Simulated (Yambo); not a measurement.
# HfC (Fm-3m) in Yambo: further runs

The runs below take HfC through optical spectrum by the Bethe-Salpeter equation, G0W0 quasiparticle levels, Hartree-Fock levels, with PBE, PBEsol.

Everything below comes from runs of Yambo 5.3.0. Logs are shortened: lines on timing, memory, paths and dates and some standing lists are left out, and cuts for length are marked.

**1. Starting point**

Symmetry: Fm-3m, No. 225, cubic system. Conventional cell: a = 4.650 Å, b = 4.650 Å, c = 4.650 Å, α = 90.00°, β = 90.00°, γ = 90.00°. Hf (site symmetry m-3m) is surrounded by 6 C at 2.33 Å. C (site symmetry m-3m) is surrounded by 6 Hf at 2.33 Å.

**2. Optical spectrum by the Bethe-Salpeter equation, PBE**

bse5.in reads:

```
optics
bse
bss
rim_cut
em1s
RandQpts= 1000000
RandGvec= 50 RL
Chimod= "HARTREE"
% BndsRnXs
 1 | 33 |
%
NGsBlkXs= 3 Ry
% LongDrXs
 1 | 0 | 0 |
%
BSKmod= "SEX"
BSEmod= "retarded"
BSSmod= "h"
% BSEQptR
 1 | 1 |
%
% BSEBands
 3 | 12 |
%
BSENGexx= 20 Ry
BSENGBlk= 3 Ry
% BEnRange
 0 | 20 | eV
%
% BDmRange
 0.1 | 0.1 | eV
%
BEnSteps= 200
% BLongDir
 1 | 0 | 0 |
%
BSEprop= "abs"
BSHayTrs= -0.02
```

scf.in reads:

```
&CONTROL
  calculation = 'scf'
  prefix = 'pwscf'
  outdir = './tmp'
  pseudo_dir = './pseudo'
/
&SYSTEM
  ibrav = 0
  nat = 2
  ntyp = 2
  ecutwfc = 82
  nbnd = 14
  occupations = 'smearing'
  smearing = 'fd'
  degauss = 0.00367493
  force_symmorphic = .true.
/
&ELECTRONS
  conv_thr = 4d-10
  electron_maxstep = 120
  mixing_beta = 0.5
/
ATOMIC_SPECIES
Hf   178.4900 Hf.upf
C     12.0110 C.upf
CELL_PARAMETERS angstrom
   0.0000000000    2.3250000000    2.3250000000
   2.3250000000    0.0000000000    2.3250000000
   2.3250000000    2.3250000000    0.0000000000
ATOMIC_POSITIONS crystal
Hf     0.5000000000    0.5000000000    0.5000000000
C      0.0000000000    0.0000000000    0.0000000000
K_POINTS automatic
12 12 12 0 0 0
```

nscf.in reads:

```
&CONTROL
  calculation = 'nscf'
  prefix = 'pwscf'
  outdir = './tmp'
  pseudo_dir = './pseudo'
/
&SYSTEM
  ibrav = 0
  nat = 2
  ntyp = 2
  ecutwfc = 82
  nbnd = 38
  occupations = 'smearing'
  smearing = 'fd'
  degauss = 0.00367493
  force_symmorphic = .true.
/
&ELECTRONS
  conv_thr = 1d-08
  diago_full_acc = .true.
  diago_thr_init = 1d-06
/
ATOMIC_SPECIES
Hf   178.4900 Hf.upf
C     12.0110 C.upf
CELL_PARAMETERS angstrom
   0.0000000000    2.3250000000    2.3250000000
   2.3250000000    0.0000000000    2.3250000000
   2.3250000000    2.3250000000    0.0000000000
ATOMIC_POSITIONS crystal
Hf     0.5000000000    0.5000000000    0.5000000000
C      0.0000000000    0.0000000000    0.0000000000
K_POINTS automatic
12 12 12 0 0 0
```

Potentials or basis: PseudoDojo 0.4.1 SR PBE standard.

Started as:

```sh
$ OMP_NUM_THREADS=1 pw.x -in scf.in > scf.out
$ OMP_NUM_THREADS=1 pw.x -in nscf.in > nscf.out
$ cd tmp/pwscf.save; p2y; mv SAVE ../..; cd ../..
$ OMP_NUM_THREADS=1 yambo
$ OMP_NUM_THREADS=1 yambo -F bse5.in -J bse5 -C bse5_out
```

Yambo's report:

```text
[... sections 02.01 to 02.04 as in the set-up run ...]

[... 5 lines left out ...]
  [X] Bosonic    Temperature                        :  0.258606E-1   300.100    [eV K]
  [X] Finite Temperature mode                       : yes
  [X] El. density                                   :  0.63653E+24 [cm-3]
  [X] Fermi Level                                   :  15.46653 [eV]

  [X] === Gaps and Widths ===
  [X] Conduction Band Min                           :  15.46653 [eV]
  [X] Valence Band Max                              :  15.46653 [eV]
  [X] Filled Bands                                  :   5
  [X] Metallic Bands                                :   6   9
  [X] Empty Bands                                   :   10   38

  [X] === Metallic Characters ===
  [X] N of el / N of met el                         :  16.00000   5.92787
  [X] Average metallic occ.                         :  0.370492

  [WARNING] [X] Metallic system

 [03] Transferred momenta grid and indexing
 ==========================================

 [BZ sampling] Q-grid is User defined and/or read from the database

 IBZ Q-points                                      :   72
 BZ  Q-points                                      :  1728

 K/Q-points units:
 rlu = crystal or reduced units; cc = cartesian coordinates; iku = interal k-units

 Q [ 1]         [rlu]:  0.000000  0.000000  0.000000
 Q [ 2]         [rlu]: -0.45944E-17  0.23445E-17  0.83333E-01
 Q [ 3]         [rlu]: -0.78317E-17  0.19924E-16  0.16667
 Q [ 4]         [rlu]: -0.20044E-16 -0.20044E-16  0.25000
 Q [ 5]         [rlu]: -0.15663E-16  0.39848E-16  0.33333
 Q [ 6]         [rlu]: -0.36120E-16 -0.36120E-16  0.41667
 Q [ 7]         [rlu]:  0.40087E-16  0.40087E-16 -0.50000
 Q [ 8]         [rlu]: -0.74769E-17  0.83333E-01  0.83333E-01
 Q [ 9]         [rlu]: -0.16385E-16  0.83333E-01  0.16667
 Q [10]         [rlu]: -0.27240E-16  0.83333E-01  0.25000
 Q [11]         [rlu]: -0.20044E-16  0.83333E-01  0.33333
 Q [12]         [rlu]: -0.10031E-16  0.83333E-01  0.41667
 Q [13]         [rlu]: -0.29361E-17  0.83333E-01  0.50000
 Q [14]         [rlu]:  0.45720E-16  0.83333E-01 -0.41667
 Q [15]         [rlu]: -0.83293E-17  0.83333E-01 -0.33333
[... 33 lines left out ...]
 Q [49]         [rlu]:  0.083333  0.250000  0.333333
 Q [50]         [rlu]:  0.083333  0.250000  0.416667

 Remaining 22 points informations can be written running with -fatlog

  [03.01] X + BSE indexes
  =======================

   [03.01.01] Sigma indexes
   ========================

   [WR./SAVE//ndb.kindx]-----------------------------------------------------------
    Fragmentation                                    : no
    Polarization last K ( bz)                        :  1728
    Polarization last K (ibz)                        :   72
    QP states                                        :    1   72
    X grid is uniform                                : yes
    Grids (string)                                   :  X B S
    Grids (int-vector)                               :  1  1  0  1

 [04] Coloumb potential Random Integration (RIM)
 ===============================================

  [04.01] RIM initialization
  ==========================

  * Diagonal components only detected *

  8 x (sBL volume)        :  0.006770 [a.u.]
  sBZ random points       :  1000000
  Points outside the sBZ  :   7999624
  RL volume               :  1.462326 [a.u.]
  Integrated volume       :  1.462395 [a.u.]

  [04.02] RIM integrals
  =====================

  Gamma point sphere radius             :  0.034315 [a.u.]
  Points outside the sphere             :   799635
  [Int_sBZ(q=0) 1/q^2]*(Vol_sBZ)^(-1/3) =:  7.763403
                                 should be <:  7.795600
  [WR./bse5//ndb.RIM]-------------------------------------------------------------
   Brillouin Zone Q/K grids (IBZ/BZ)                :    72  1728    72  1728
   Coulomb cutoff potential                         : none
   Coulombian RL components                         :   51
   Coulombian diagonal components                   : yes
   RIM random points                                :  1000000
   RIM  RL volume             [a.u.]                :  1.462395
   Real RL volume             [a.u.]                :  1.462326
   Eps^-1 reference component                       : 0
   Eps^-1 components                                :  0.000000  0.000000  0.000000
   RIM anysotropy factor                            :  0.000000

  Summary of Coulomb integrals for non-metallic bands |Q|[au] RIM/Bare

  Q [1] 0.100000E-4 0.995870 * Q [2] 0.103207 1.064892
  Q [8] 0.119173 1.063726 * Q [18] 0.168536 1.026105
  Q [9] 0.197626 1.019213 * Q [3] 0.206413 1.016674
  Q [19] 0.238345 1.013477 * Q [17] 0.259731 1.010638
  Q [44] 0.266478 1.010326 * Q [10] 0.291912 1.008528
  Q [4] 0.309620 1.007462 * Q [20] 0.309620 1.007775
[... 28 lines left out ...]
  Q [42] 0.734630 1.001438 * Q [71] 0.753714 1.001181
  Q [63] 0.763078 1.001282 * Q [72] 0.799435 1.001045

 [WARNING] [Xs] User bands 1-33 break level degeneracy

 [WARNING] [BS] User bands 3-12 break level degeneracy

 [05] Dipoles
 ============

  [05.01] Setup: observables and procedures
  =========================================

  [WF-Oscillators/G space/Transverse up loader] Normalization (few states)  min/max  :  0.24648E-16   1.0000

  [WR./bse5//ndb.dipoles]---------------------------------------------------------
   Brillouin Zone Q/K grids (IBZ/BZ)                :    72  1728    72  1728
   RL vectors                                       :  2733 [WF]
   Fragmentation                                    : yes
   Electronic Temperature                           :  300.1000 [K]
   Bosonic    Temperature                           :  300.1000 [K]
   DIP band range                                   :    1   33
   DIP band range limits                            :   9   6
   DIP e/h energy range                             : -1.000000 -1.000000 [eV]
   RL vectors in the sum                            :  2733
   [r,Vnl] included                                 : yes
   Bands ordered                                    : yes
   Direct v evaluation                              : no
   Approach used                                    : G-space v
   Dipoles computed                                 : R V P [G-space]
   Wavefunctions                                    : Perdew, Burke & Ernzerhof(X)+Perdew, Burke & Ernzerhof(C)

  [WARNING] [r,Vnl^pseudo] included in position and velocity dipoles.

  [WARNING] In case H contains other non local terms, these are neglected

 [06] Static Dielectric Matrix
 =============================

 [WR./bse5//ndb.em1s]------------------------------------------------------------
  Brillouin Zone Q/K grids (IBZ/BZ)                :    72  1728    72  1728
  RL vectors                                       :  2733 [WF]
  Coulomb cutoff potential                         : none
  Fragmentation                                    : yes
  Electronic Temperature                           :  300.1000 [K]
  Bosonic    Temperature                           :  300.1000 [K]
  Static diel. fun.  energies                      : Perdew, Burke & Ernzerhof(X)+Perdew, Burke & Ernzerhof(C)
  wavefunctions                                    : Perdew, Burke & Ernzerhof(X)+Perdew, Burke & Ernzerhof(C)
  Global Gauge                                     : length
  X matrix size                                    :  27
  X band range                                     :    1   33
  X e/h energy range                               : -1.000000 -1.000000 [eV]
  X Time ordering                                  : R
  X Hxc Kernel                                     : HARTREE
  X Drude frequency                                :  0.000000  0.000000
  X poles                                          :  100.0000 [o/o]
  RL vectors in the sum                            :  2733
  [r,Vnl] included                                 : yes
  Field direction                                  :  0.100000E-4   0.00000      0.00000
  BZ energy Double Grid                            : no
  BZ energy DbGd points                            : 0
  BZ Q point size factor                           : -1.000000
  X Optical Averaged directions                    : none
 [X-CG] R(p) Tot o/o(of R):    12755   350246      100

 [WARNING] The system is a metal but Drude term not included.
 [WR./bse5//ndb.em1s_fragment_1]-------------------------------------------------
  Current Q-pt index                               :  1
  X energy range                                   :  0.000000  0.000000 eV
  X damping range                                  :  0.001000  0.001000 eV
  Number of frequencies                            :  1
 [X-CG] R(p) Tot o/o(of R):    54254   350179      100
 [WR./bse5//ndb.em1s_fragment_2]-------------------------------------------------
  Current Q-pt index                               :  2
  X energy range                                   :  0.000000  0.000000 eV
  X damping range                                  :  0.001000  0.001000 eV
  Number of frequencies                            :  1
 [X-CG] R(p) Tot o/o(of R):    54423   350156      100
 [X-CG] R(p) Tot o/o(of R):    53636   350140      100
 [X-CG] R(p) Tot o/o(of R):    54500   350144      100
 [X-CG] R(p) Tot o/o(of R):    54286   350144      100
 [X-CG] R(p) Tot o/o(of R):    30153   350144      100
 [X-CG] R(p) Tot o/o(of R):    46049   350197      100
[... 62 lines left out ...]
 [X-CG] R(p) Tot o/o(of R):    64816   350177      100
 [X-CG] R(p) Tot o/o(of R):    42016   350174      100

 [07] Bethe Salpeter Equation driver
 ===================================

  [07.01] Bethe Salpeter Equation @q1
  ===================================

   [07.01.01] Transition pre-analysis @q1
   ======================================

   [07.01.02] Transition Groups build-up @q1
   =========================================

   [BSK] Transition groups (total):   72
   [BSK] Size (resonant):   41914
   [BSK]         (total):   41914
   [BSK] N. of matrices :  1

   [07.01.03] Loading Dipoles @q1
   ==============================

   [07.01.04] Independent Particles properties @q1
   ===============================================

   [WARNING] The system is a metal but Drude term not included.

   [07.01.05] BSE Kernel @q1 (Resonant CORRRELATION EXCHANGE)
   ==========================================================

   [BSE] Exchange components :  283
   [BSE] Correlation components :   27  229

    [07.01.05.01] Screened interaction header I/O
    =============================================

    [07.01.05.02] Main kernel loop
    ==============================

    [WR./bse5//ndb.BS_Q1_CPU_0]-----------------------------------------------------
     Brillouin Zone Q/K grids (IBZ/BZ)                :    72  1728    72  1728
     RL vectors                                       :  2733 [WF]
     Coulomb cutoff potential                         : none
     Parallel CPUs
     Parallel Roles
     Fragmentation                                    : no
     BS kernel          wavefunctions                 : Perdew, Burke & Ernzerhof(X)+Perdew, Burke & Ernzerhof(C)
     Static diel. fun.  energies                      : Perdew, Burke & Ernzerhof(X)+Perdew, Burke & Ernzerhof(C)
     wavefunctions                                    : Perdew, Burke & Ernzerhof(X)+Perdew, Burke & Ernzerhof(C)
     [K] Identifier                                   :   5734
     [K] Dimension                                    :   41914
     [K] Bands                                        :   3  12
     [K] Exchange                                     : yes [res]
     [K] Correlation                                  : yes [res]
     [K] Kernel`s coupling                            : no
     [K] Exchange                                     : no [cpl]
     [K] Correlation                                  : no [cpl]
     [K] W interaction is bare                        : no
     [K] ALDA kernel in R-space                       : no
     [K] RL vectors                                   :  283 [exchange]
     [K] RL vectors                                   :  27 [correlation]
     [K] E/h energy range                             : -1.000000 -1.000000 [eV]
     [K] Coupling range                               :  100.0000  100.0000 [o/o]
     [W] Interaction is diagonal                      : no
     [W] Matrix size                                  :  27
     [W] Bands                                        :    1   33
     [W] e/h energy range                             : -1.000000 -1.000000 [eV]
     [W] Poles                                        :  100.0000 [o/o]
     [W] RL vectors in the sum                        :  2733
     [W] [r,Vnl] included                             : yes
     [W] Field direction                              :  0.100000E-4   0.00000      0.00000
     [W] Coulomb Cutoff                               : none
     [W] Hxc Kernel                                   : HARTREE
     [RIM] RL components                              :   51 [col]
     [RIM] Random points                              :  1000000 [col]
     [SOC] Perturbative SOC                           : no
     [K] Kernel long-range exchange                   : BAR

    [07.01.05.03] Wave-Function Phases
    ==================================

    [BSE] WF phases found       :  83.83681 [o/o]

   [07.01.06] BSE solver(s) @q1
   ============================

   [07.01.07] Haydock Solver in the optics basis @q1 using the hermitian scheme
   ============================================================================

   Accuracy (requested)      : -0.020000 [o/o]
   Accuracy (reached)        :  0.017422 [o/o]
   Iterations                :   319
```

Run time: 1.6 h. Hardware: 1 thread of Arm Neoverse V2, shared host; peak memory 15 GiB.

Results:

```yaml
Band_gap_on_the_k_mesh_mean-field_level: none (metal or under the smearing width)
```

Dielectric function (along the field direction of the input):
```
energy (eV)  real part  imaginary part
       0.30      90.06           43.89
       1.31       4.52           18.14
       2.31       2.54            8.81
       3.32       2.19           11.31
       4.42       4.38            7.73
       5.43       0.49            7.73
       6.43      -0.91            7.29
       7.54      -3.18            6.66
       8.54      -1.36            4.72
       9.55      -2.48            3.62
      10.65      -3.06            3.21
      11.66      -2.73            0.91
      12.66      -1.57            0.44
      13.77      -0.95            0.41
      14.77      -0.58            0.54
      15.78      -0.54            0.23
      16.88      -0.26            0.07
      17.89      -0.01            0.02
      18.89       0.15            0.01
      20.00       0.29            0.01
```

Caveat: the intraband (Drude) term of the metal is left out; the ground state has no gap, which makes the many-body step unreliable; the transitions start from uncorrected Kohn-Sham levels, so peaks lie too low; exciton energies and binding change strongly with the k mesh and aren't converged on this one; the mesh is thin for optics, so peaks and dielectric constants aren't converged. The run has no spin-orbit coupling, so splittings on Hf are missing.

(Continued in part 2 of 3.)
